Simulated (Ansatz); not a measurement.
## Pd: pressure and energy change per atom against volume scale

Results calculated with Ansatz 0.2.0, not measured. Plane-wave DFT, scalar-relativistic PAW made under PBE with cores redone for the functional, no dispersion; the given relaxed cell is scaled uniformly, energy at zero smearing counts from the unscaled cell, pressure at the given Fermi-Dirac smearing is positive in compression.

The cell before it is scaled or strained (space group Im-3m, No. 229):
```
CELL_PARAMETERS angstrom
-1.58450 1.58450 1.58450
1.58450 -1.58450 1.58450
1.58450 1.58450 -1.58450
ATOMIC_POSITIONS crystal
Pd 0.00000 0.00000 0.00000
```

Settings of every row: spin polarised yes; functional RPBE; wave cutoff 420 eV; smearing width 0.05 eV; k mesh 16x16x16.

Atom:
```csv
element,starting moment (Bohr magneton)
Pd,0.5
```

Limits: search for a lower magnetic state is off; the cell comes from a prototype or a list of computed structures and needn't be the stable phase.

```csv
row,volume scale,V (Å³/atom),pressure (GPa),energy change per atom (meV)
1,0.88,14.003,26.25,135.65
2,0.92,14.639,15.15,54.54
3,0.96,15.276,6.58,12.29
4,1.04,16.549,-5.07,10.77
5,1.08,17.185,?,?
6,1.12,17.822,-11.85,81.02
```

Largest site moment is 0 Bohr magneton in every row.

Question: what pressure and energy change per atom should row 5 give?

Worked fit of pressure. Take u = (V_r/V)^(2/3) − 1 with V_r = 15.276 Å³ an atom, which is twice the finite (Eulerian) strain; such expansions in the strain, on which the Birch-Murnaghan equation of state is built, carry the rest volume and the bulk modulus. The shown rows have u = 0.05972, 0.0288, 0, -0.05196, -0.09766. Least squares give pressure = 6.646 + 274.34 × u + 877.4 × u² GPa; a straight line predicts inner rows, each left out in turn, worse (root mean square 2.5 against 0.22 GPa). The rows lie off it by 0.09, -0.12, -0.07, 0.17, -0.07 (root mean square 0.11 GPa). The withheld row has u = -0.0755, so the fit gives 6.646 + 274.34 × (-0.0755) + 877.4 × (-0.0755)² = -9.07 GPa.

The calculation gave -8.93 GPa. The fit lies 0.14 GPa (1.6 % of the value, 0.37 % of the column's range) below it; its largest miss of a shown row is 0.17 GPa.

Worked fit of energy change per atom. Take u = (V_r/V)^(2/3) − 1 with V_r = 15.276 Å³ an atom, which is twice the finite (Eulerian) strain; such expansions in the strain, on which the Birch-Murnaghan equation of state is built, carry the rest volume and the bulk modulus. The shown rows have u = 0.05972, 0.0288, 0, -0.05196, -0.09766. Least squares give energy change per atom = 13.171 + 992.79 × u + 17379.2 × u² meV; a straight line predicts inner rows, each left out in turn, worse (root mean square 49 against 2.9 meV). The rows lie off it by 1.21, -1.64, -0.88, 2.26, -0.95 (root mean square 1.5 meV). The withheld row has u = -0.0755, so the fit gives 13.171 + 992.79 × (-0.0755) + 17379.2 × (-0.0755)² = 37.28 meV.

The calculation gave 39.18 meV. The fit lies 1.90 meV (4.8 % of the value, 1.5 % of the column's range) below it; its largest miss of a shown row is 2.26 meV.
